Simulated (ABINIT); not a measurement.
Crystal: SnSe2.

```
Sn Se
1.0
     3.81100    0.00000    0.00000
    -1.90550    3.30042    0.00000
     0.00000    0.00000    6.13600
Sn Se
1 2
Direct
  0.00000 0.00000 0.00000
  0.66667 0.33333 0.75100
  0.33333 0.66667 0.24900
```

| Property | Result |
| --- | --- |
| Program | ABINIT 10.8.3 (patched build) |
| Task | relaxation of cell and atoms |
| Functional | PBE |
| Potentials or basis | JTH PAW PBE v2.0 |
| Cutoff | 599 eV |
| k mesh | 5 × 5 × 3 |
| Occupations | fermi-dirac, width 0.05 eV |
| Spin | no spin polarisation |

At the start: pressure 5.7 GPa; volume 25.73 Å³/atom.

Question: How do energy, volume and symmetry change on relaxing?

Answer: Over 15 steps the energy falls by 42.4 meV/atom and the volume is 30.10 Å³/atom (+17.0 %); space group P-3m1 (No. 164, to 0.05 Å).

Step by step:
| step | energy change (eV) | largest force (eV/Å) | pressure (GPa) | volume (Å³) |
| --- | --- | --- | --- | --- |
| 1 | 0.0000 | 0.7453 | 5.65 | 77.18 |
| 2 | -0.0446 | 0.4983 | 4.20 | 78.19 |
| 3 | -0.0991 | 0.0876 | 0.79 | 81.05 |
| 4 | -0.1006 | 0.1371 | 0.44 | 81.47 |
| 5 | -0.1023 | 0.1657 | 0.12 | 82.03 |
| 6 | -0.1053 | 0.1625 | -0.23 | 82.93 |
| 7 | -0.1084 | 0.1066 | -0.31 | 83.79 |
| 8 | -0.1104 | 0.0292 | -0.23 | 84.43 |
| 9 | -0.1111 | 0.0152 | -0.08 | 84.52 |
| 10 | -0.1119 | 0.0710 | 0.17 | 84.55 |
| 11 | -0.1139 | 0.1061 | 0.42 | 84.63 |
| 12 | -0.1186 | 0.1362 | 0.68 | 85.47 |
| 13 | -0.1231 | 0.1037 | 0.69 | 86.97 |
| 14 | -0.1261 | 0.0361 | 0.32 | 88.51 |
| 15 | -0.1273 | 0.0075 | 0.01 | 90.31 |

Final structure:
```cif
data_structure
_symmetry_space_group_name_H-M 'P 1'
_symmetry_Int_Tables_number 1
_cell_length_a 3.8793
_cell_length_b 3.8793
_cell_length_c 6.9295
_cell_angle_alpha 90.000
_cell_angle_beta 90.000
_cell_angle_gamma 120.000
_cell_volume 90.31
loop_
_atom_site_label
_atom_site_type_symbol
_atom_site_fract_x
_atom_site_fract_y
_atom_site_fract_z
_atom_site_occupancy
Sn1 Sn 0.00000 0.00000 0.00000 1
Se1 Se 0.66667 0.33333 0.77045 1
Se2 Se 0.33333 0.66667 0.22955 1
```

Caveat: the volume moved by over 15 % at a fixed basis, so the end points are rough; the log and the count of SCF iterations are those of the last ABINIT call alone; this functional lacks dispersion, which binds the layers, so the pressure and a relaxed spacing across them are unreliable, and here the layers came unbound.
